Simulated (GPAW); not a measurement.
Input of a GPAW 26.7.0 run:

run.py

```python
from ase import Atoms
from ase.dft.bandgap import bandgap
from ase.io import write
from ase.units import GPa
from gpaw import GPAW, PW

atoms = Atoms(['Zr', 'Se', 'Se'],
              cell=[[3.798, 0.0, 0.0],
                    [-1.899, 3.2891644836, 0.0],
                    [0.0, 0.0, 6.192]],
              scaled_positions=[[0.0, 0.0, 0.0],
                                [0.6666666667, 0.3333333333, 0.75],
                                [0.3333333333, 0.6666666667, 0.25]],
              pbc=True)

calc = GPAW(mode=PW(600),
            xc='PBE',
            kpts={'size': (8, 8, 5), 'gamma': True},
            occupations={'name': 'fermi-dirac', 'width': 0.05},
            nbands=24,
            convergence={'density': 1e-05, 'energy': 1e-05},
            maxiter=150,
            txt='gpaw.txt')
atoms.calc = calc
energy = atoms.get_potential_energy()
forces = atoms.get_forces()
stress = atoms.get_stress()
calc.write('gs.gpw')
write('result.traj', atoms)
print(f'Energy: {energy:.6f} eV')
print('Forces (eV/A):')
print(forces.round(4))
print('Stress (GPa):', (stress / GPa).round(3))
print('Fermi level:', round(calc.get_fermi_level(), 4), 'eV')
print(f'Gap: {bandgap(calc)[0]:.4f} eV, direct: {bandgap(calc, direct=True)[0]:.4f} eV')

path = atoms.cell.bandpath('GMKGALHA,LM,KH', npoints=100, eps=1e-4)
bs_calc = calc.fixed_density(kpts=path, symmetry='off', nbands=39,
                             convergence={'bands': 'CBM+6.0', 'eigenstates': 1e-6}, txt='bands.txt')
bs = bs_calc.band_structure()
bs.write('bs.json')
print(f'Gap on the path: {bandgap(bs_calc)[0]:.4f} eV')
```

Potentials or basis: GPAW PAW data sets (gpaw-data 1.2.1), pw.

Command:

```bash
$ OMP_NUM_THREADS=1 python run.py
```

Predict the pressure.

1.7 GPa.

Estimate the band gap along the path.

0.37 eV, indirect (least direct gap 1.05 eV).

Stress tensor (GPa, compression positive):
```
1.12 0.00 0.00
0.00 1.12 0.00
0.00 0.00 2.86
```

Caveat: this functional lacks dispersion, which binds the layers, so the pressure and a relaxed spacing across them are unreliable.

**What was measured.**

“Stress-Tuned Optical Transitions in Layered 1T-MX2 (M= Hf, Zr, Sn; X= S, Se) Crystals”, 2022, arxiv:2210.12074 quotes, for a bulk crystal of ZrSe2: band gap 1.2 eV (indirect).

Measured gap of ZrSe2: 1.2 eV (indirect; quoted in “Stress-Tuned Optical Transitions in Layered 1T-MX2 (M= Hf, Zr, Sn; X= S, Se) Crystals”, 2022, arxiv:2210.12074). This calculation gives 0.37 eV (-0.83 eV). Spin-orbit coupling on Se, Zr is left out. The value is that of PBE, without temperature or zero-point motion. Semilocal functionals fall short of measured gaps as a rule.
